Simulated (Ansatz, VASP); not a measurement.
**One calculation of Sb, two programs**

```
CELL_PARAMETERS angstrom
2.02379 1.16844 4.22789
-2.02379 1.16844 4.22789
0.00000 -2.33687 4.22789
ATOMIC_POSITIONS crystal
Sb 0.23364 0.23364 0.23364
Sb 0.76636 0.76636 0.76636
```

Alike in both runs: task single point; functional LDA; k mesh 15 × 15 × 15; occupations gaussian, width 0.15 eV; no spin polarisation.

|  | VASP | Ansatz |
| --- | --- | --- |
| version | VASP 6.6.1 | Ansatz 0.2.0 |
| potentials or method | VASP PAW LDA potentials, release 64 (Sb) | scalar-relativistic, plane waves, PAW |
| plane-wave cutoff (eV) | 520 | 420 |
| valence electrons in the cell | 10 | 30 |

|  | VASP | Ansatz | Ansatz less VASP |
| --- | --- | --- | --- |
| gap on the k mesh at the Fermi level (eV) | none | none | - |
| pressure (GPa) | -0.1 | -0.4 | -0.29 |
| largest component of the traceless stress (GPa) | 3.09 | 3.16 | +0.069 |
| rms of the force components (eV/Å) | 0.082 | 0.135 | +0.0529 |

Atom by atom the forces differ by 0.053 eV/Å (rms over components). A gap of «none» marks a metal or a gap that the smearing closes. The two sets of potentials don't hold the same shells in valence.

Spin-orbit coupling is left out, which matters for the levels of Sb.
